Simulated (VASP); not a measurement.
# Os (Fm-3m) in VASP: single point with PBEsol

Aim: the single point of Os with PBEsol.

All numbers are computed with VASP 6.6.1; they aren't measurements. Logs are shortened: lines on timing, memory, paths and dates and some standing lists are left out, and cuts for length are marked.

## (1) The cell of the first run

Symmetry: Fm-3m, No. 225, cubic system. The conventional cell has a = 4.212 Å, b = 4.212 Å, c = 4.212 Å, α = 90.00°, β = 90.00°, γ = 90.00°. Around Os (site symmetry m-3m) lie 12 Os at 2.98 Å.

This isn't the form of Os at room conditions, which is hcp.

## (2) Single point, PBEsol (Au replaced by Os, lengths x 1.035, strained and moved within the space group)

The input, INCAR:

```
PREC     = Accurate       # precision mode
ENCUT    = 520            # plane-wave cutoff, eV
EDIFF    = 1E-6           # SCF threshold, eV
ISMEAR   = 0              # smearing method
SIGMA    = 0.1            # smearing width, eV
LREAL    = F              # projectors in reciprocal space
LASPH    = T              # aspherical terms in the spheres
NELM     = 60             # most SCF steps
ALGO     = Normal         # electronic algorithm
ISIF     = 2              # what is computed and relaxed
LWAVE    = F              # write WAVECAR
LCHARG   = F              # write CHGCAR
GGA      = PS             # functional
NBANDS   = 10             # bands
```

The input, KPOINTS:

```
regular mesh
0
Gamma
  8 8 8
```

The input, POSCAR:

```
Os
1.0
    0.0000000000      2.1058138536      2.1058138536
    2.1058138536      0.0000000000      2.1058138536
    2.1058138536      2.1058138536      0.0000000000
Os
1
Direct
    0.0000000000      0.0000000000      0.0000000000
```

Potentials or basis: VASP PAW PBE potentials, release 64 (Os).

Command:

```
$ cat potpaw_PBE.64/Os/POTCAR > POTCAR
$ mpirun -np 1 vasp_std > vasp.out
```

OUTCAR:

```text
PREC = Accurate
   ENCUT = 520
   EDIFF = 1E-6
   ISMEAR = 0
   LREAL = F
   LASPH = T
   NELM = 60
   ISIF = 2
   GGA = PS

 ion  position               nearest neighbor table
   1  0.000  0.000  0.000-

  LATTYP: Found a face centered cubic cell.
 ALAT       =     4.2116277072

  Lattice vectors:

 A1 = (   0.0000000000,   2.1058138536,   2.1058138536)
 A2 = (   2.1058138536,   0.0000000000,   2.1058138536)
 A3 = (   2.1058138536,   2.1058138536,   0.0000000000)

Analysis of symmetry for initial positions (statically):
=====================================================================
 Subroutine PRICEL returns:
 Original cell was already a primitive cell.

 Routine SETGRP: Setting up the symmetry group for a
 face centered cubic supercell.

 Subroutine GETGRP returns: Found 48 space group operations
 (whereof 48 operations were pure point group operations)
 out of a pool of 48 trial point group operations.

The static configuration has the point symmetry O_h .

Analysis of symmetry for dynamics (positions and initial velocities):
=====================================================================
 Subroutine PRICEL returns:
 Original cell was already a primitive cell.

 Routine SETGRP: Setting up the symmetry group for a
 face centered cubic supercell.

 Subroutine GETGRP returns: Found 48 space group operations
 (whereof 48 operations were pure point group operations)
 out of a pool of 48 trial point group operations.

The dynamic configuration has the point symmetry O_h .

 Subroutine INISYM returns: Found 48 space group operations
 (whereof 48 operations are pure point group operations),
 and found     1 'primitive' translations

----------------------------------------------------------------------------------------

                                     Primitive cell

  volume of cell :      18.6763

  direct lattice vectors                    reciprocal lattice vectors
     0.000000000  2.105813854  2.105813854    -0.237437891  0.237437891  0.237437891
     2.105813854  0.000000000  2.105813854     0.237437891 -0.237437891  0.237437891
     2.105813854  2.105813854  0.000000000     0.237437891  0.237437891 -0.237437891

  length of vectors
     2.978070512  2.978070512  2.978070512     0.411254491  0.411254491  0.411254491

[... 81 lines left out ...]
   NSW    =      0    number of steps for IOM
   IBRION =     -1    ionic relax: 0-MD 1-quasi-New 2-CG
   NFREE  =      0    steps in history (QN), initial steepest desc. (CG)
   ISIF   =      2    stress and relaxation
   ISYM   =      2    0-nonsym 1-usesym 2-fastsym
   POTIM  = 0.5000    time-step for ionic-motion
   TEBEG  =    0.0;   TEEND  =   0.0 temperature during run
   PSTRESS=    0.0 pullay stress
   NELECT =       8.0000    total number of electrons
   NUPDOWN=      -1.0000    fix difference up-down
   EMIN   =  10.00;   EMAX   =-10.00  energy-range for DOS
   EFERMI =   0.00;   METHOD = LEGACY
   ISMEAR =     0;   SIGMA  =   0.10  broadening in eV -4-tet -1-fermi 0-gaus
   EFERMI_NEDOS =   21; number of points for ismear=-14 and -15
   IALGO  =     38    algorithm
   IMIX   =      4    mixing-type and parameters
     AMIX     =   0.40;   BMIX     =  1.00
     AMIX_MAG =   1.60;   BMIX_MAG =  1.00
  volume/ion in A,a.u.               =      18.68       126.03
  Fermi-wavevector in a.u.,A,eV,Ry     =   1.234075  2.332063 20.720868  1.522941
  Thomas-Fermi vector in A             =   2.368780
   LORBIT       =      0    0 simple, 1 ext, 2 COOP (PROOUT), +10 PAW based schemes
   GGA     = PS    functional components
   LHFCALC =     F    Hartree Fock is set to
   AEXX    =    0.0000 exact exchange contribution
   IVDW    =     0    specifies the selected vdW correction
   LEPSILON=     F    determine dielectric tensor
   LRPA    =     F    only Hartree local field effects (RPA)
 non-spin polarized calculation
 Gauss-broadening in eV      SIGMA  =   0.10
  energy-cutoff  :      520.00
  volume of cell :       18.68
 maximum number of plane-waves:       531
 NGX is ok and might be reduce to    24
   NGX = 11   NGY = 11   NGZ = 11

 number of electron       8.0000000 magnetization

 Free energy of the ion-electron system (eV)
  ---------------------------------------------------
  ext. energy  EPLUGINS =         0.00000000
  ---------------------------------------------------
  free energy    TOTEN  =       -10.90755764 eV

  energy without entropy =      -10.89836700  energy(sigma->0) =      -10.90296232

 E-fermi :   5.2506     XC(G=0): -12.5503

 val. band max:        5.2409127700   @ k =  -0.3750   0.3750   0.1250
 cond. band min:       5.2614387419   @ k =  -0.2500   0.2500   0.0000
 fundamental gap:      0.0205259719
 Fermi energy:         5.2505957720

 k-point     1 :       0.0000    0.0000    0.0000
  band No.  band energies     occupation
      1      -3.0555      2.00000
      2       3.4069      2.00000
      3       3.4069      2.00000
      4       3.4069      2.00000
      5       5.3325      0.24662
      6       5.3325      0.24662
      7      19.5712      0.00000
      8      23.7310      0.00000
      9      23.7310      0.00000
     10      23.7310      0.00000
[... 287 lines left out ...]
 k-point    24 :      -0.3750    0.2500    0.1250
  band No.  band energies     occupation
      1       1.1279      2.00000
      2       2.3825      2.00000
      3       3.4427      2.00000
      4       4.3507      2.00000
      5       6.6320      0.00000
      6      10.0908      0.00000
      7      10.8448      0.00000
      8      18.8280      0.00000
      9      19.5200      0.00000
     10      23.1032      0.00000

 [... further k-points ...]

------------------------ aborting loop because EDIFF is reached ----------------------------------------

  FORCE on cell =-STRESS in cart. coord.  units (eV):
  Direction    XX          YY          ZZ          XY          YZ          ZX
  --------------------------------------------------------------------------------------
  -------------------------------------------------------------------------------------
  Total       -7.1219579     -7.1219579     -7.1219579      0.0000000      0.0000000      0.0000000
  in kB     -610.9702342   -610.9702342   -610.9702342      0.0000000      0.0000000      0.0000000
  external PRESSURE =    -610.9702342 kB  Pullay stress =       0.0000000 kB

 VOLUME and BASIS-vectors are now :
 -----------------------------------------------------------------------------
  energy-cutoff  :      520.00
  volume of cell :       18.68
      direct lattice vectors                 reciprocal lattice vectors
     0.000000000  2.105813854  2.105813854    -0.237437891  0.237437891  0.237437891
     2.105813854  0.000000000  2.105813854     0.237437891 -0.237437891  0.237437891
     2.105813854  2.105813854  0.000000000     0.237437891  0.237437891 -0.237437891

 POSITION                                       TOTAL-FORCE (eV/Angst)
 -----------------------------------------------------------------------------------
      0.00000      0.00000      0.00000         0.000000     -0.000000      0.000000
 -----------------------------------------------------------------------------------
    total drift:                               -0.000000      0.000000      0.000000

  FREE ENERGIE OF THE ION-ELECTRON SYSTEM (eV)
  ---------------------------------------------------
  free  energy   TOTEN  =       -10.9075576448 eV

  energy  without entropy=      -10.8983669994  energy(sigma->0) =      -10.90296232
```

OSZICAR:

```text
N       E                     dE             d eps       ncg     rms          rms(c)
DAV:   1     0.295160534299E+02    0.29516E+02   -0.38923E+03   604   0.708E+02
DAV:   2    -0.107057856959E+02   -0.40222E+02   -0.36926E+02   610   0.183E+02
DAV:   3    -0.118918227001E+02   -0.11860E+01   -0.11781E+01   684   0.283E+01
DAV:   4    -0.118954154213E+02   -0.35927E-02   -0.35924E-02   638   0.184E+00
DAV:   5    -0.118954268319E+02   -0.11411E-04   -0.11411E-04   664   0.948E-02    0.898E+00
DAV:   6    -0.110327350351E+02    0.86269E+00   -0.16256E+00   662   0.949E+00    0.264E+00
DAV:   7    -0.109107620351E+02    0.12197E+00   -0.50645E-01   674   0.499E+00    0.155E-01
DAV:   8    -0.109085770149E+02    0.21850E-02   -0.31802E-03   602   0.474E-01    0.104E-01
DAV:   9    -0.109075580647E+02    0.10190E-02   -0.52354E-04   618   0.195E-01    0.166E-02
DAV:  10    -0.109075590689E+02   -0.10042E-05   -0.39073E-06   624   0.152E-02    0.632E-03
DAV:  11    -0.109075576588E+02    0.14101E-05   -0.30491E-07   344   0.858E-03    0.106E-03
DAV:  12    -0.109075576448E+02    0.13993E-07   -0.65182E-09   310   0.783E-04
   1 F= -.10907558E+02 E0= -.10902962E+02  d E =-.919065E-02
```

Run time: 5 s. Hardware: 1 thread of Intel Xeon 6975P-C (Granite Rapids), shared host; peak memory 0.14 GiB.

What came out:

| Quantity | Value |
| --- | --- |
| Free energy | -10.9076 eV |
| Pressure | -61.1 GPa |
| Band gap on the k mesh | none (metal or under the smearing width) |

Levels at points of the mesh, in eV from the Fermi level:
```csv
k point,band 1,band 2,band 3,band 4,band 5,band 6,band 7,band 8
"(0.00, 0.00, 0.00)",-8.31,-1.84,-1.84,-1.84,0.08,0.08,14.32,18.48
"(0.50, 0.00, 0.00)",-5.30,-1.92,-1.92,0.18,1.60,1.60,5.95,13.79
"(0.50, 0.50, 0.00)",-4.95,-4.40,1.56,2.02,2.02,2.11,8.28,10.64
```

Caveat: the cell as given lies far from equilibrium; so large a pressure means that the cell lies far from this level's equilibrium, or that cutoff or potentials fall short; the potentials were made for another functional, which shifts forces and pressure. The run has no spin-orbit coupling, so splittings on Os are missing.
